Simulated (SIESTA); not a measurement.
Runs of SIESTA 5.4.2 on CdSe. The structure is cubic, space group F-43m (No. 216). Conventional cell: a = 6.141 Å, b = 6.141 Å, c = 6.141 Å, α = 90.00°, β = 90.00°, γ = 90.00°. Cd (site symmetry -43m) has 4 Se at 2.66 Å as nearest neighbours. Se (site symmetry -43m) has 4 Cd at 2.66 Å as nearest neighbours. Measurements of this composition are mostly on another form, of space group No. 186.

| task | level | potentials or basis | spin | cell | k mesh | displacement | optimiser | force tolerance | stress tolerance (GPa) | grid cutoff | gap on the mesh (eV) | pressure (GPa) |
| --- | --- | --- | --- | --- | --- | --- | --- | --- | --- | --- | --- | --- |
| band structure | RPBE | PseudoDojo 0.4 standard (PBE files), DZP (energy shift 0.002 Ry) | off | as given | 8 × 8 × 8 | - | - | - | - | 800 Ry | 0.97 | (b) |
| relaxation of cell and atoms | PBE | PseudoDojo 0.4 standard (PBE files), DZP (energy shift 0.002 Ry) | off | relaxed | 6 × 6 × 6 | - | Broyden | 0.01 eV/Å | 0.05 | 1200 Ry | 0.70 | 0.0 |
| band structure | BLYP | PseudoDojo 0.4 standard (PBE files), DZP (energy shift 0.002 Ry) | off | as given | 8 × 8 × 8 | - | - | - | - | 800 Ry | 0.81 | 4.4 |
| band structure | PBE | PseudoDojo 0.4 standard (PBE files, fully relativistic), TZP (energy shift 0.002 Ry) | non-collinear, zero start, SOC | as given | 6 × 6 × 6 | - | - | - | - | 800 Ry | 0.59 | (a) |

Alike in all rows: smearing fermi-dirac 0.05 eV; energy shift 0.002 Ry.

Question: Estimate the missing entries.

Answer: (a) 1.9; (b) 3.9.

Caveats: semicore shells carry a single zeta, which can move pressures by several GPa and volumes by a few percent; the basis of atomic orbitals isn't converged, which shifts pressures, moduli and gaps; the potentials were made for another functional, which shifts forces and pressure (some runs).

A k mesh can miss the band edges, and rows without SOC leave out spin-orbit coupling on Cd, Se.
